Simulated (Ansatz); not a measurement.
The system is TiO2.

```
Ti O
1.0
     4.59984    0.00000    0.00000
     0.00000    4.59984    0.00000
     0.00000    0.00000    2.95921
Ti O
2 4
Cartesian
  0.0000 0.0000 1.4796
  2.2999 2.2999 0.0000
  1.3998 1.3998 1.4796
  0.9001 3.6997 0.0000
  3.6997 0.9001 0.0000
  3.2000 3.2000 1.4796
```

The cell is a database's computed one.

Base run:

| Item | Value |
| --- | --- |
| Program | Ansatz 0.2.0 |
| Functional | PBEsol |
| Potentials or basis | all-electron LAPW, scalar-relativistic |
| Cutoff | 379 eV |
| Density cutoff | 1517 eV |
| Basis error allowed | 0.002 eV/atom |
| k mesh | 6 × 6 × 9 |
| Occupations | fermi-dirac, width 0.05 eV |
| Spin | no spin polarisation |

Its results: band gap on the k mesh 1.82 eV, direct; pressure -2.8 GPa; largest force 0.071 eV/Å.

Q: The run is repeated on the same cell with these changes: functional from PBEsol to LDA. What comes out?

A: Band gap on the k mesh 1.78 eV, direct; pressure -8.8 GPa; largest force 0.127 eV/Å.

LDA binds more tightly than PBEsol, so the same cell stands under less pressure.

Not every run made on this cell is shown here.
